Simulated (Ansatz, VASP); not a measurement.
**V: VASP beside Ansatz**

File POSCAR:

```
V
1.0
   -1.5009123075      1.5009123075      1.5009123075
    1.5009123075     -1.5009123075      1.5009123075
    1.5009123075      1.5009123075     -1.5009123075
V
1
Direct
    0.0000000000      0.0000000000      0.0000000000
```

The input INCAR.step1:

```
ALGO = Normal ; EDIFF = 1E-4
ENCUT = 520 ; GGA = PE
ISMEAR = 0 ; LASPH = T
LCHARG = F ; LREAL = F
LWAVE = T ; NBANDS = 12
NELM = 80 ; PREC = Accurate
SIGMA = 0.05
```

Contents of INCAR.step2:

```
ALGO = Normal ; EDIFF = 1E-6
ENCUT = 520 ; ISIF = 2
ISMEAR = 0 ; ISTART = 1
LASPH = T ; LCHARG = F
LMIXTAU = T ; LREAL = F
LWAVE = F ; METAGGA = R2SCAN
NBANDS = 12 ; NELM = 80
PREC = Accurate ; SIGMA = 0.05
```

File KPOINTS:

```
k-points
0
Gamma
  20 20 20
```

Input for Ansatz:

```yaml
crystal:
  lattice:
    - [-1.5009123075, 1.5009123075, 1.5009123075]
    - [1.5009123075, -1.5009123075, 1.5009123075]
    - [1.5009123075, 1.5009123075, -1.5009123075]
  atoms:
    - { symbol: V, position: [0.0, 0.0, 0.0] }
basis:
  ecutwfc: 500
  ecutrho_ratio: 4
kpoints:
  mp_grid: { grid: [20, 20, 20] }
hamiltonian:
  xc: r2scan
scf:
  occupations: { method: gaussian, width: 0.05 }
output:
  forces: true
  stress: true
  eigenvalues: true
```

Alike in both runs: task single point; functional r2SCAN; k mesh 20 × 20 × 20; occupations gaussian, width 0.05 eV; no spin polarisation.

```csv
,VASP,Ansatz
version,VASP 6.6.1,Ansatz 0.2.0
potentials or method,"VASP PAW PBE potentials, release 64 (V_sv)","scalar-relativistic, plane waves, PAW"
plane-wave cutoff (eV),520,500
valence electrons in the cell,13,13
```

|  | VASP | Ansatz | Ansatz less VASP |
| --- | --- | --- | --- |
| gap on the k mesh at the Fermi level (eV) | none | none | - |
| pressure (GPa) | -3.1 | -3.7 | -0.66 |

A gap of «none» marks a metal or a gap that the smearing closes. With one functional, cell and mesh, what is left measures potentials, basis and numerics.

Caveats: the PAW data sets were made with another functional, which shifts forces and pressure a little (VASP).
